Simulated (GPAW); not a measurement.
C: wannier90 with vdW-DF-cx

The system is C.

```
C
1.0
     4.25517    0.00000    0.00000
     0.00000    4.25517    0.00000
     0.00000    0.00000    1.28229
C
1
Cartesian
  2.1276 2.1276 0.6411
```

The cell was built by a generator and needn't be a form met in nature.

```
Program                          : GPAW 26.7.0
Task                             : wannier90
Functional                       : vdW-DF-cx
Potentials or basis              : GPAW PAW data sets (gpaw-data 1.2.1)
Cutoff                           : 800 eV
Basis                            : pw
k mesh                           : 6 × 6 × 20
Occupations                      : fermi-dirac, width 0.05 eV
Spin                             : no spin polarisation
Maxiter                          : 150
k mesh for the Wannier functions : 5 × 5 × 5
Dis froz max                     : 2
Extra bands                      : 4
Num iter                         : 500
Band path                        : GXMGZRAZ,XR,MA
Wannier code                     : Wannier90 3.1.0
```

```yaml
Band_gap_on_the_k_mesh: none (metal or under the smearing width)
Total_Wannier_spread: 11.33 Å² over 4 functions
```

Levels at the corners of the path, in eV from the Fermi level:
| point | band 1 | band 2 | band 3 | band 4 |
| --- | --- | --- | --- | --- |
| Γ | -16.23 | -5.14 | -5.14 | 3.61 |
| X | -16.19 | -5.53 | -5.10 | 5.94 |
| M | -16.16 | -5.46 | -5.46 | 5.51 |
| Γ | -16.23 | -5.14 | -5.14 | 3.61 |
| Z | -9.08 | 8.62 | 11.23 | 11.23 |
| R | -9.07 | 8.68 | 11.12 | 11.24 |
| A | -9.07 | 8.74 | 11.14 | 11.14 |
| Z | -9.08 | 8.62 | 11.23 | 11.23 |
| X | -16.19 | -5.53 | -5.10 | 5.94 |
| R | -9.07 | 8.68 | 11.12 | 11.24 |
| M | -16.16 | -5.46 | -5.46 | 5.51 |
| A | -9.07 | 8.74 | 11.14 | 11.14 |

Wannier centres (Å) and spreads (Å²):
| function | x | y | z | spread |
| --- | --- | --- | --- | --- |
| 1 | 1.882 | 2.043 | 1.284 | 0.652 |
| 2 | 2.233 | 2.489 | 0.641 | 0.659 |
| 3 | 0.687 | 1.788 | -0.174 | 9.370 |
| 4 | 2.430 | 1.920 | 0.641 | 0.650 |

Wall time 36 s on 1 thread of Intel(R) Xeon(R) Platinum 8375C CPU @ 2.90GHz (Ice Lake), on a shared host, peak memory 0.35 GiB.

Caveat: in doubt: disentanglement not converged; the Wannier interpolation is poor.
